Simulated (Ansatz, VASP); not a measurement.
# Al in VASP and in Ansatz

The input INCAR:

```
PREC = Accurate
ENCUT = 520
EDIFF = 1E-6
ISMEAR = 0
SIGMA = 0.15
LREAL = F
LASPH = T
NELM = 100
ALGO = Fast
ISIF = 2
LWAVE = F
LCHARG = T
GGA = PE
LELF = T
LVHAR = T
NBANDS = 8
```

File KPOINTS:

```
Automatic mesh
0
Gamma
  20 20 20
```

The input POSCAR:

```
Al
1.0
   -1.5912186900      1.5951967367      1.5951967367
    1.5912186900     -1.5872406433      1.5872406433
    1.5912186900      1.5872406433     -1.5872406433
Al
1
Direct
    0.0000000000      0.0000000000      0.0000000000
```

Input for Ansatz:

```yaml
crystal:
  lattice:
    - [-1.59121869, 1.5951967367, 1.5951967367]
    - [1.59121869, -1.5872406433, 1.5872406433]
    - [1.59121869, 1.5872406433, -1.5872406433]
  atoms:
    - { symbol: Al, position: [0.0, 0.0, 0.0] }
basis:
  ecutwfc: 420
kpoints:
  mp_grid: { grid: [20, 20, 20] }
hamiltonian:
  xc: pbe
scf:
  occupations: { method: gaussian, width: 0.15 }
output:
  forces: true
  stress: true
  eigenvalues: true
```

Change from the starting cell: strain +0.0050 x Voigt [0, 0, 0, 1, 0, 0], atoms carried along.

Alike in both runs: task single point; functional PBE; k mesh 20 × 20 × 20; occupations gaussian, width 0.15 eV; no spin polarisation.

|  | VASP | Ansatz |
| --- | --- | --- |
| version | VASP 6.6.1 | Ansatz 0.2.0 |
| potentials or method | VASP PAW PBE potentials, release 64 (Al) | scalar-relativistic, plane waves, PAW |
| plane-wave cutoff (eV) | 520 | 420 |
| valence electrons in the cell | 3 | 3 |

|  | VASP | Ansatz | Ansatz less VASP |
| --- | --- | --- | --- |
| gap on the k mesh at the Fermi level (eV) | none | none | - |
| pressure (GPa) | 3.8 | 3.8 | +0.01 |
| largest component of the traceless stress (GPa) | 0.21 | 0.21 | -0.001 |

A gap of «none» marks a metal or a gap that the smearing closes.
